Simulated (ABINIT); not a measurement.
# Au (Fm-3m) in ABINIT: further runs

One crystal, Au, is run at these levels: r2SCAN, LDA, PBEsol; tasks: band structure, equation of state.

Program: ABINIT 10.8.3 (patched build). These are calculated values, not measurements. Logs are shortened: lines on timing, memory, paths and dates and some standing lists are left out, and cuts for length are marked. The log counts tension as positive stress, the text compression.

**Experimental background.**

From “Exploring toroidal anvil profiles for larger sample volumes above 4 Mbar”, 2024, pmc:11102561, for a bulk crystal of Au: bulk modulus 167 GPa.

How close the calculation comes is told below.

### 1 Starting point

It takes space group Fm-3m (No. 225, cubic). The conventional cell has a = 4.070 Å, b = 4.070 Å, c = 4.070 Å, α = 90.00°, β = 90.00°, γ = 90.00°. Around Au (site symmetry m-3m) lie 12 Au at 2.88 Å.

### 2 Band structure, r2SCAN

run.abi

```
# Datasets: ground state, then fixed potential
ndtset 2

# Pseudopotentials
pp_dirpath "./"
pseudos "79_Au_19_2.4_2.5_pbe_n_v1.0.psp8"

# Structure
acell 3*1.0 Angstrom
rprim
     0.0000000000     2.0350000000     2.0350000000
     2.0350000000     0.0000000000     2.0350000000
     2.0350000000     2.0350000000     0.0000000000
ntypat 1
znucl 79
natom 1
typat 1
xred
     0.0000000000     0.0000000000     0.0000000000

# Plane-wave basis
ecut 979.609905 eV

# Exchange and correlation
ixc -497498
usekden 1
nc_xccc_gspace 1
boxcutmin 3.0

# Bands and occupations
occopt 3
tsmear 0.05 eV

# SCF cycle
nstep 100

# Output
iomode 3
prtwf 0
prteig 0
prtebands 0
enunit 1
prtden1 1
prtkden1 1

# Dataset 1
kptopt1 1
ngkpt1 11 11 11
nshiftk1 1
shiftk1 0.0 0.0 0.0
nband1 14
tolvrs1 1.0e-9

# Dataset 2: bands along G-X-W-K-G-L-U-W-L-K
iscf2 -2
getden2 1
getkden2 1
nband2 18
nbdbuf2 2
tolwfr2 1.0e-12
kptopt2 -9
ndivsm2 8
prteig2 1
kptbounds2
     0.0000000000     0.0000000000     0.0000000000
     0.5000000000     0.0000000000     0.5000000000
     0.5000000000     0.2500000000     0.7500000000
     0.3750000000     0.3750000000     0.7500000000
     0.0000000000     0.0000000000     0.0000000000
     0.5000000000     0.5000000000     0.5000000000
     0.6250000000     0.2500000000     0.6250000000
     0.5000000000     0.2500000000     0.7500000000
     0.5000000000     0.5000000000     0.5000000000
     0.3750000000     0.3750000000     0.7500000000
```

Potentials or basis: SPMS NC PBE v1.0.

The run is started by

```console
> abinit run.abi > log 2>&1
```

run.abo:

```text
.Version 10.8.3 of ABINIT
 DATASET    1 : space group Fm -3 m (#225); Bravais cF (face-center cubic)
================================================================================
 Values of the parameters that define the memory need for DATASET  1.
     intxc =       0    ionmov =       0      iscf =       7    lmnmax =       7
     lnmax =       7     mgfft =      48  mpssoang =       4    mqgrid =    3001
     natom =       1  nloc_mem =       1    nspden =       1   nspinor =       1
    nsppol =       1      nsym =      48    n1xccc =    2501    ntypat =       1
    occopt =       3   xclevel =       2
       mpw =        1203          nfft =      110592          nkpt =          56
================================================================================
================================================================================

 DATASET    2 : space group Fm -3 m (#225); Bravais cF (face-center cubic)
================================================================================
 Values of the parameters that define the memory need for DATASET  2.
     intxc =       0    ionmov =       0      iscf =      -2    lmnmax =       7
     lnmax =       7     mgfft =      48  mpssoang =       4    mqgrid =    3001
     natom =       1  nloc_mem =       1    nspden =       1   nspinor =       1
    nsppol =       1      nsym =      48    n1xccc =    2501    ntypat =       1
    occopt =       3   xclevel =       2
       mpw =        1227          nfft =      110592          nkpt =         139
================================================================================
================================================================================

--------------------------------------------------------------------------------
------------- Echo of variables that govern the present computation ------------
--------------------------------------------------------------------------------
 -outvars: echo values of preprocessed input variables --------
            acell      1.8897261259E+00  1.8897261259E+00  1.8897261259E+00 Bohr
              amu      1.96966540E+02
        boxcutmin      3.00000000E+00
             ecut      3.60000000E+01 Hartree
           enunit           1
           getden1          0
           getden2          1
          getkden1          0
          getkden2          1
             iscf1          7
             iscf2         -2
                       outvar_i_n : Printing only first  50 k-points.
              ixc     -497498
           jdtset        1    2
                       outvar_i_n : Printing only first  50 k-points.
           kptopt1          1
           kptopt2         -9
         kptrlatt       11    0    0      0   11    0      0    0   11
          kptrlen1     5.98233823E+01
          kptrlen2     3.00000000E+01
            natom           1
            nband1         14
            nband2         18
           nbdbuf1          0
           nbdbuf2          2
[... 1219 lines left out ...]
- [  3.8455927,   0.0000000,   3.8455927, ]
- [  3.8455927,   3.8455927,   0.0000000, ]
lattice_lengths: [   5.43849,    5.43849,    5.43849, ]
lattice_angles: [ 60.000,  60.000,  60.000, ] # degrees, (23, 13, 12)
lattice_volume:   1.1374173E+02
convergence: {deltae:  0.000E+00, res2:  0.000E+00, residm:  9.994E-13, diffor:  0.000E+00, }
etotal    :  -1.45115863E+02
entropy   :   0.00000000E+00
fermie    :   1.21514591E-01
cartesian_stress_tensor: null
pressure_GPa: null
xred      :
- [  0.0000E+00,   0.0000E+00,   0.0000E+00, Au]
cartesian_forces: null
force_length_stats: {min: null, max: null, mean: null, }
...

 Integrated electronic density in atomic spheres:
 ------------------------------------------------
 Atom  Sphere_radius  Integrated_density
    1        2.00000         15.61196038
================================================================================

 ----iterations are completed or convergence reached----

 Mean square residual over all n,k,spin=   34.762E-14; max=  99.935E-14
 reduced coordinates (array xred) for    1 atoms
       0.000000000000      0.000000000000      0.000000000000

 cartesian coordinates (angstrom) at end:
    1      0.00000000000000     0.00000000000000     0.00000000000000
 length scales=  1.889726125908  1.889726125908  1.889726125908 bohr
              =  1.000000000000  1.000000000000  1.000000000000 angstroms
 Eigenvalues (   eV  ) for nkpt= 139  k points:
 kpt#   1, nband= 18, wtk=  1.00000, kpt=  0.0000  0.0000  0.0000 (reduced coord)
-105.42053  -55.33094  -55.33094  -55.33094   -7.14805   -1.72008   -1.72008   -1.72008
  -0.14601   -0.14601   18.40571   22.56133   22.56133   22.56133   28.10644   32.50300
  32.50300   32.50300
 kpt#   2, nband= 18, wtk=  1.00000, kpt=  0.0217  0.0000  0.0217 (reduced coord)
-105.42045  -55.33205  -55.33138  -55.33138   -7.12464   -1.73230   -1.70962   -1.70962
  -0.15906   -0.14084   18.43460   22.47730   22.55055   22.55055   28.26249   32.13071
  32.13071   32.51951
 kpt#   3, nband= 18, wtk=  1.00000, kpt=  0.0435  0.0000  0.0435 (reduced coord)
-105.42020  -55.33536  -55.33268  -55.33268   -7.05463   -1.76856   -1.67828   -1.67828
  -0.19771   -0.12538   18.52058   22.25296   22.51449   22.51449   28.70051   31.44740
  31.44740   32.56925
 kpt#   4, nband= 18, wtk=  1.00000, kpt=  0.0652  0.0000  0.0652 (reduced coord)
-105.41979  -55.34079  -55.33483  -55.33483   -6.93869   -1.82772   -1.62623   -1.62623
  -0.26055   -0.09986   18.66164   21.94719   22.44215   22.44215   29.34924   30.75301
  30.75301   32.18823
 kpt#   5, nband= 18, wtk=  1.00000, kpt=  0.0870  0.0000  0.0870 (reduced coord)
[... 525 lines left out ...]
   0.92408    6.35434    7.76500   12.51457   17.67447   21.08949   29.70056   30.02734
  30.62162   37.42864
 kpt# 137, nband= 18, wtk=  1.00000, kpt=  0.3929  0.3929  0.7143 (reduced coord)
-105.40345  -55.51835  -55.47590  -55.40022   -3.43636   -2.62639   -1.15035   -0.11285
   0.92745    6.53430    8.18395   11.70899   17.23210   21.33899   29.20880   30.13039
  30.88792   37.52074
 kpt# 138, nband= 18, wtk=  1.00000, kpt=  0.3839  0.3839  0.7321 (reduced coord)
-105.40321  -55.51861  -55.47797  -55.40330   -3.49827   -2.75616   -0.97583    0.04362
   0.95256    6.77228    8.37483   11.15946   16.81813   21.54210   28.65014   30.23306
  31.29118   37.57905
 kpt# 139, nband= 18, wtk=  1.00000, kpt=  0.3750  0.3750  0.7500 (reduced coord)
-105.40306  -55.52271  -55.47461  -55.40595   -3.56295   -2.88334   -0.80068    0.16046
   1.00403    7.05704    8.16776   11.06316   16.44504   21.69646   28.08556   30.33724
  31.75164   37.66043

== END DATASET(S) ==============================================================
================================================================================

 -outvars: echo values of variables after computation  --------
            acell      1.8897261259E+00  1.8897261259E+00  1.8897261259E+00 Bohr
           etotal1    -1.4511586337E+02
            fcart1    -0.0000000000E+00 -0.0000000000E+00 -0.0000000000E+00
            rprim      0.0000000000E+00  2.0350000000E+00  2.0350000000E+00
                       2.0350000000E+00  0.0000000000E+00  2.0350000000E+00
                       2.0350000000E+00  2.0350000000E+00  0.0000000000E+00
           strten1    -1.6917899729E-04 -1.6917899729E-04 -1.6917899729E-04
                       0.0000000000E+00  0.0000000000E+00  0.0000000000E+00
 Calculation completed.
```

Run time: 9.3 min. Hardware: 1 thread of Arm Neoverse V2, shared host; peak memory 0.14 GiB.

What came out:

* Free energy: -3948.8038 eV
* Pressure: 5.0 GPa
* Band gap on the k mesh: none (metal or under the smearing width)
* Valence electrons inside the program's atomic spheres: Au 15.61 (radii [1.0584] Å)

Levels at the corners of the path, in eV from the Fermi level:
| point | band 7 | band 8 | band 9 | band 10 | band 11 | band 12 |
| --- | --- | --- | --- | --- | --- | --- |
| Γ | -5.03 | -5.03 | -3.45 | -3.45 | 15.10 | 19.25 |
| X | -2.23 | -1.83 | -1.83 | 1.05 | 5.72 | 10.42 |
| W | -5.50 | -3.62 | -1.83 | 4.59 | 6.57 | 6.57 |
| K | -4.11 | -3.15 | -2.30 | 3.75 | 4.86 | 7.76 |
| Γ | -5.03 | -5.03 | -3.45 | -3.45 | 15.10 | 19.25 |
| L | -5.07 | -2.18 | -2.18 | -0.94 | 2.97 | 14.62 |
| U | -4.11 | -3.15 | -2.30 | 3.75 | 4.86 | 7.76 |
| W | -5.50 | -3.62 | -1.83 | 4.59 | 6.57 | 6.57 |
| L | -5.07 | -2.18 | -2.18 | -0.94 | 2.97 | 14.62 |
| K | -4.11 | -3.15 | -2.30 | 3.75 | 4.86 | 7.76 |

Caveat: a meta-GGA on potentials with a model core is unreliable; the potentials were made for another functional, which shifts forces and pressure; spin-orbit coupling is left out, which moves the levels of the heavy elements.

[end of part 1 of 3]
